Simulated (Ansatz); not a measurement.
CuO:

```xyz
4
Lattice="1.9910 -2.1536 0.0000 1.9910 2.1536 0.0000 0.0000 0.0000 5.1559" Properties=species:S:1:pos:R:3 pbc="T T T"
Cu    0.9955   -1.0768    0.0000
Cu    0.9955    1.0768    2.5780
O     1.9910    0.0000    1.2890
O     1.9910    0.0000    3.8669
```

Measurements of this composition are mostly on another form, of space group No. 15.

Program: Ansatz 0.2.0. Alike in all runs: potentials or basis all-electron LAPW, scalar-relativistic; no spin polarisation; cell as given; basis error allowed 0.002 eV/atom.

Q: Order these runs on this cell by their pressure, lowest first.
A. level PBEsol+U; U Cu d U = 6 eV; k mesh 9 × 9 × 5; cutoff (eV) 406; smearing fermi-dirac 0.05 eV; mesh quality not flagged
B. level PBEsol; k mesh 5 × 5 × 3; cutoff (eV) 406; smearing fermi-dirac 0.03 eV; mesh quality coarse
C. level LDA; k mesh 9 × 9 × 5; cutoff (eV) 405; smearing fermi-dirac 0.05 eV; mesh quality not flagged

A: C (-12.0 GPa), B (-6.3 GPa), A (-2.7 GPa).

Caveats: some runs use coarse meshes; the run has no spin polarisation, though such a crystal can be magnetic; the k mesh is thin for a metal, which can move the energy by tens of meV per atom (some runs); U is the effective U less J, on atomic orbitals that reach past the spheres (some runs); U without spin polarisation on a metal has little footing (some runs).

Not every run made on this cell is shown here.
